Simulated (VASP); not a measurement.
Cr2O3 (Eskolaite): relaxation of cell and atoms with PBE

The system is Cr2O3 (Eskolaite).

```
Cr O
1.0
     2.47850    1.43096    4.53077
    -2.47850    1.43096    4.53077
     0.00000   -2.86193    4.53077
Cr O
4 6
Direct
  0.34748 0.34748 0.34748
  0.15252 0.15252 0.15252
  0.65252 0.65252 0.65252
  0.84748 0.84748 0.84748
  0.55580 0.94420 0.25000
  0.25000 0.55580 0.94420
  0.94420 0.25000 0.55580
  0.44420 0.05580 0.75000
  0.75000 0.44420 0.05580
  0.05580 0.75000 0.44420
```

* Program: VASP 6.6.1
* Task: relaxation of cell and atoms
* Functional: PBE
* Potentials or basis: VASP PAW PBE potentials, release 64 (Cr_pv, O)
* Cutoff: 600 eV
* k mesh: 9 × 9 × 9
* Occupations: methfessel-paxton, width 0.1 eV
* Spin: collinear spin, ferromagnetic start
* Starting moments: [3.0, 3.0, 3.0, 3.0, 0.0, 0.0, 0.0, 0.0, 0.0, 0.0] μB
* Further INCAR settings: ALGO = Normal; EDIFF = 1e-06; AMIX = 0.2; BMIX = 0.0001; IBRION = 2; EDIFFG = -0.01; NSW = 90; ISIF = 3

- Relaxed volume: 9.96 Å³/atom
- Relaxed cell: a = 5.388 Å, b = 5.388 Å, c = 5.388 Å, α = 55.70°, β = 55.70°, γ = 55.70°
- Space group after relaxing (to 0.05 Å): R-3c (No. 167)
- Energy gained by relaxing: 12.8 meV/atom
- Ionic steps: 9
- Pressure after relaxing: 0.0 GPa
- Largest force after relaxing: 0.003 eV/Å
- Band gap on the k mesh: 0.91 eV, indirect (least direct gap 1.12 eV)
- Net moment: 12.00 μB per cell
- Site moments: Cr +2.88; O -0.02 μB
- Valence electrons inside the program's atomic spheres: Cr 10.67; O 5.04

Forces in eV/Å, atoms in the order of the input:
```
Cr   0.000  0.000  0.003
Cr   0.000  0.000 -0.003
Cr   0.000  0.000 -0.003
Cr   0.000  0.000  0.003
O    0.002  0.000  0.000
O   -0.001  0.002  0.000
O   -0.001 -0.002  0.000
O   -0.002  0.000  0.000
O    0.001 -0.002  0.000
O    0.001  0.002  0.000
```

Step by step:
```csv
step,energy change (eV),largest force (eV/Å),pressure (GPa),volume (Å³)
1,0.0000,0.6483,7.84,96.41
2,-0.0255,0.2438,-7.33,103.15
3,-0.1048,0.2141,-0.84,99.92
4,-0.1211,0.0892,-0.29,99.69
5,-0.1248,0.0596,0.12,99.51
6,-0.1279,0.0283,0.05,99.56
7,-0.1279,0.0306,-0.01,99.57
8,-0.1279,0.0311,-0.02,99.57
9,-0.1282,0.0031,0.00,99.56
```

Final structure:
```xyz
10
Lattice="2.5169 1.4531 4.5368 -2.5169 1.4531 4.5368 0.0000 -2.9063 4.5368" Properties=species:S:1:pos:R:3 pbc="T T T"
Cr    0.0000    0.0000    4.7652
Cr    0.0000    0.0000    2.0400
Cr    0.0000    0.0000    8.8452
Cr    0.0000    0.0000   11.5704
O    -0.9995    1.4531    7.9394
O    -0.7587   -1.5922    7.9394
O     1.7582    0.1390    7.9394
O     0.9995   -1.4531    5.6710
O     0.7587    1.5922    5.6710
O    -1.7582   -0.1390    5.6710
```

Levels at points of the mesh, in eV from the valence-band top:
Spin up:
```tsv
k point	band 46	band 47	band 48	band 49	band 50	band 51
(0.00, 0.00, 0.00)	-0.20	-0.20	0.00	1.32	1.32	1.43
```
Spin down:
| k point | band 34 | band 35 | band 36 | band 37 | band 38 | band 39 |
| --- | --- | --- | --- | --- | --- | --- |
| (0.00, 0.00, 0.00) | -2.70 | -2.70 | -2.61 | 1.20 | 1.49 | 1.49 |

Wall time 43 min on 4 MPI ranks on Intel(R) Xeon(R) Platinum 8259CL CPU @ 2.50GHz (Skylake/Cascade Lake), with other jobs on the host, peak memory 0.95 GiB a rank.

Caveat: an odd mesh through Γ misses points on the zone boundary, where band edges often lie; only a ferromagnetic start was run, and an antiferromagnetic order may lie lower in energy. Zero-point motion and thermal expansion aren't in these numbers.
